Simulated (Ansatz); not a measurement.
The system is KCl.

```
K Cl
1.0
     3.83920    0.00000    0.00000
     0.00000    3.83920    0.00000
     0.00000    0.00000    3.83920
K Cl
1 1
Direct
  0.00000 0.00000 0.00000
  0.50000 0.50000 0.50000
```

Measurements of this composition are mostly on another form, of space group No. 225.

Base run:

* Program: Ansatz 0.2.0
* Functional: HSE06 form with a typed share of exact exchange
* Potentials or basis: Ansatz PAW
* Cutoff: 420 eV (not typed: the program's choice for these potentials)
* k mesh: 4 × 4 × 4
* Occupations: fermi-dirac, width 0.05 eV
* Spin: no spin polarisation

Its results: band gap on the k mesh 5.06 eV, indirect (least direct gap 5.27 eV); pressure -0.1 GPa.

Question: The run is repeated on the same cell with these changes: share of exact exchange from 0.05 to 0.4. What comes out?

Answer: Band gap on the k mesh 6.97 eV, indirect (least direct gap 7.20 eV); pressure -0.7 GPa.

Caveats: the PAW data sets come from PBE, with cores solved anew for the run's functional, which leaves a small shift of forces and pressure; the thresholds are loose for stress.

A k mesh can miss the band edges.
